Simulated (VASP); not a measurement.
# Al3Cu2: single point with PBEsol

Al3Cu2:

```xyz
5
Lattice="4.0920 0.0000 0.0000 -2.0460 3.5437 0.0000 0.0000 0.0000 4.9928" Properties=species:S:1:pos:R:3 pbc="T T T"
Cu    2.0460    1.1812    0.8013
Cu    0.0000    2.3625    4.1915
Al    2.0460    1.1812    3.2457
Al    0.0000    2.3625    1.7471
Al    0.0000    0.0000    0.0000
```

The cell comes from a database or a generator and needn't be the stable form of this composition.

| Item | Value |
| --- | --- |
| Program | VASP 6.6.1 |
| Task | single point |
| Functional | PBEsol |
| Potentials or basis | VASP PAW PBE potentials, release 64 (Cu, Al) |
| Cutoff | 520 eV |
| k mesh | 8 × 8 × 6 |
| Occupations | fermi-dirac, width 0.05 eV |
| Spin | no spin polarisation |
| Ladder | free |
| Further INCAR settings | ALGO = Normal; EDIFF = 1e-07; NBANDS = 24 |

- Pressure: 0.5 GPa
- Largest force: 0.062 eV/Å
- Band gap on the k mesh: none (metal or under the smearing width)

Forces in eV/Å, atoms in the order of the input:
```
Cu   0.000  0.000 -0.062
Cu   0.000  0.000  0.062
Al   0.000  0.000 -0.050
Al   0.000  0.000  0.050
Al   0.000  0.000  0.000
```

Stress tensor (GPa, compression positive):
```
0.58 0.00 0.00
0.00 0.58 0.00
0.00 0.00 0.28
```

Levels at points of the mesh, in eV from the Fermi level:
| k point | band 13 | band 14 | band 15 | band 16 | band 17 | band 18 |
| --- | --- | --- | --- | --- | --- | --- |
| (0.00, 0.00, 0.00) | -3.60 | -0.14 | -0.14 | 1.37 | 1.37 | 2.57 |
| (0.50, 0.00, 0.00) | -3.01 | -2.97 | -2.54 | -0.76 | -0.05 | 0.41 |
| (0.00, 0.00, 0.50) | 1.23 | 1.23 | 1.36 | 1.36 | 1.81 | 2.46 |
| (0.50, 0.00, 0.50) | -4.11 | -3.50 | -1.73 | -0.14 | 0.79 | 0.98 |

Wall time 46 s on 2 MPI ranks on Intel(R) Xeon(R) Platinum 8488C (Sapphire Rapids), on a shared host, peak memory 0.21 GiB a rank.

Caveat: the PAW data sets were made with another functional, which shifts forces and pressure a little.
